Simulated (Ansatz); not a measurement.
A (100) slab of SrO (Fm-3m (No. 225)), 5 planes, outer planes SrO (top) and SrO (bottom), with 10 atoms (Sr5O5) in a surface cell of A = 13.119 Å², as cut from the bulk:

```xyz
10
Lattice="3.6221 0.0000 0.0000 0.0000 3.6221 0.0000 0.0000 0.0000 25.2448" Properties=species:S:1:pos:R:3 pbc="T T T"
Sr    1.8110    1.8110    7.5000
O     0.0000    0.0000    7.5000
Sr    0.0000    0.0000   10.0612
O     1.8110    1.8110   10.0612
Sr    1.8110    1.8110   12.6224
O     0.0000    0.0000   12.6224
Sr    0.0000    0.0000   15.1836
O     1.8110    1.8110   15.1836
Sr    1.8110    1.8110   17.7448
O     0.0000    0.0000   17.7448
```

Level of theory: DFT PBEsol, scalar-relativistic, plane waves, PAW (Ansatz). Cutoff 420 eV; k points 7×7×1 on the computed 10-atom cell (Γ-centred); Gaussian smearing, width 0.05 eV; no spin polarisation. The cell repeats along c with a dipole correction in the vacuum.

Against the same 10 atoms in the bulk, the slab as cut lies 0.987 eV higher and the relaxed slab 0.944 eV higher.

(1) Work out the surface energy before and after relaxation.

(2) What is the ideal work of this cut, per area?

Answers

(1) The slab has two faces, so γ = (E_slab − N·E_bulk)/(2A), the mean of both. As cut: 0.987/(2 × 13.119) = 0.0376 eV/Å², and 1 eV/Å² = 16.02 J/m², so γ = 0.60 J/m². Relaxed: 0.944/(2 × 13.119) = 0.0360 eV/Å² = 0.58 J/m². Relaxation recovers 4 % of the cost of cutting.

(2) Griffith's ideal work is 2γ: 1.21 J/m² if the new faces stay rigid, 1.15 J/m² if they relax. One thickness was run, 5 planes, so γ can still shift with it.